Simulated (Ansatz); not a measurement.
## KI: one input, then a changed one

The cell is COD entry 9009735, as deposited and not checked against the literature; nothing was relaxed.

First run: DFT, PBE, all-electron LAPW, non-relativistic (Ansatz 0.2.0).

Command: `ansatz run input.yaml --threads 1 --pin off --max-ram 2048MiB --backend cpu --events-out ev --progress --plain --runs-dir out` The run took 5.9 s on 1 thread of Arm Neoverse V2, on a shared host, peak memory 0.25 GiB.

```yaml
crystal:
  lattice:
    - [0.0, 3.52455, 3.52455]
    - [3.52455, 0.0, 3.52455]
    - [3.52455, 3.52455, 0.0]
  atoms:
    - { symbol: K, position: [0.0, 0.0, 0.0] }
    - { symbol: I, position: [0.5, 0.5, 0.5] }
kpoints:
  mp_grid: { grid: [8, 8, 8] }
  band_path:
    path:
      - [0.0, 0.0, 0.0]
      - [0.5, 0.0, 0.5]
      - [0.625, 0.25, 0.625]
      - [0.375, 0.375, 0.75]
      - [0.0, 0.0, 0.0]
      - [0.5, 0.5, 0.5]
      - [0.5, 0.25, 0.75]
      - [0.5, 0.0, 0.5]
    npoints: 5
scf:
  occupations: { method: fermi_dirac, width: 0.01 }
hamiltonian:
  xc: pbe
  pseudopotentials:
    kind: all_electron
    lapw: { basis_error: 0.001 }
    relativity: none
output:
  forces: true
  stress: true
  eigenvalues: true
```

Result: converged; pressure 0.88 GPa; gap on the k mesh 4.46 eV; 7 SCF iterations.

No spin–orbit coupling, which matters for the heavy atoms here.

The input is then changed:

```diff
@@ -8,5 +8,5 @@
     - { symbol: I, position: [0.5, 0.5, 0.5] }
 kpoints:
-  mp_grid: { grid: [8, 8, 8] }
+  mp_grid: { grid: [8, 8, 8], shift: [0.5, 0.5, 0.5] }
   band_path:
     path:
@@ -22,4 +22,5 @@
 scf:
   occupations: { method: fermi_dirac, width: 0.01 }
+  algorithm: density_mixing
 hamiltonian:
   xc: pbe
```

Problem. What does the second run give?

Solution. It converged; energy at zero smearing 0.0 meV/atom from the first run; pressure 0.88 GPa; gap on the k mesh 4.57 eV (the mesh can miss the band edges); 7 SCF iterations.
